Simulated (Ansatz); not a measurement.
Runs of Ansatz 0.2.0 on GaN. It takes space group P6_3mc (No. 186, hexagonal). Conventional cell: a = 3.180 Å, b = 3.180 Å, c = 5.166 Å, α = 90.00°, β = 90.00°, γ = 120.00°. Ga (site symmetry 3m) is surrounded by 4 N at 1.94 to 1.95 Å. Around N (site symmetry 3m) lie 4 Ga at 1.94 to 1.95 Å. 

```tsv
task	level	potentials or basis	spin	cell	cutoff (eV)	smearing	points for each segment of the path	gap on the mesh (eV)	pressure (GPa)	relaxed volume (Å³/atom)	largest force (eV/Å)
relaxation of cell and atoms	BLYP+D4	Ansatz PAW	off	relaxed	420	fermi-dirac 0.05 eV	-	(c)	0.0	(a)	-
band structure	m-r2SCAN	Ansatz PAW	off	as given	500	fermi-dirac 0.05 eV	14	2.38	1.1	-	0.14
Born charges and dielectric tensor	PBE	Ansatz PAW	off	as given	420	fixed	-	1.96	-	-	-
relaxation of cell and atoms	RPBE+D3(BJ)	Ansatz PAW	off	relaxed	420	fermi-dirac 0.05 eV	-	2.30	0.0	(b)	-
band structure	LDA	Ansatz PAW	SOC, no magnetisation	as given	420	fermi-dirac 0.05 eV	14	1.97	-4.5	-	0.13
single point	PBE	Ansatz PAW	off	as given	800	fermi-dirac 0.05 eV	-	1.97	7.3	-	0.14
```

Alike in all rows: k mesh 10 × 10 × 5.

Task: Estimate the missing entries.

Result: (a) 11.38; (b) 10.84; (c) 2.02.

Caveats: odd divisions of the mesh miss points on the zone boundary, where band edges often lie, so the gap on the mesh can be too wide (some runs); the PAW data sets come from PBE, with cores solved anew for the run's functional, which leaves a small shift of forces and pressure (some runs); the plane-wave basis is chosen anew once the cell has moved, so the energies of steps on either side of that aren't comparable (some runs).

A k mesh can miss the band edges, and rows without SOC leave out spin-orbit coupling on Ga.
